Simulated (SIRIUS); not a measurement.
BAs under changes of volume

One of the cells (13.899 Å³/atom); the others are scaled copies at fixed shape and fractional positions:

```
As B
1.0
     0.00000    2.40432    2.40432
     2.40432    0.00000    2.40432
     2.40432    2.40432    0.00000
As B
1 1
Cartesian
  3.6065 3.6065 3.6065
  0.0000 0.0000 0.0000
```

```yaml
Program: SIRIUS 7.12.0
Functional: PBE
Potentials_or_basis: all-electron FP-LAPW
Cutoff: 228 eV
Basis: apw+lo standard
k_mesh: 10 × 10 × 10
Occupations: fermi-dirac, width 0.05 eV
Spin: no spin polarisation
```

```csv
volume (Å³/atom),energy over the lowest point (meV/atom),gap on the mesh (eV)
12.809,40.48,1.12
13.081,?,?
13.354,9.47,1.16
13.899,0.00,1.20
14.171,2.08,1.23
14.444,8.14,1.24
```

**Question.** What does the run at 13.081 Å³/atom give?

**Answer.** Energy over the lowest point 22.08 meV/atom; gap on the mesh 1.14 eV.

Worked out: A Birch-Murnaghan fit of order 3 (a polynomial in V^(-2/3)) to the other rows has its minimum at 13.90 Å³/atom with B0 = V·E''(V) = 131 GPa and B' = 4.1. It gives 22.03 meV/atom at 13.081 Å³/atom, against the run's 22.08. A straight line through the other rows of the gap, of slope 1.03 eV per unit of ln V, gives 1.14 eV, against the run's 1.14.

Energies are extrapolated to zero smearing.

A mesh can miss the band edges. Spin-orbit coupling on As is left out.
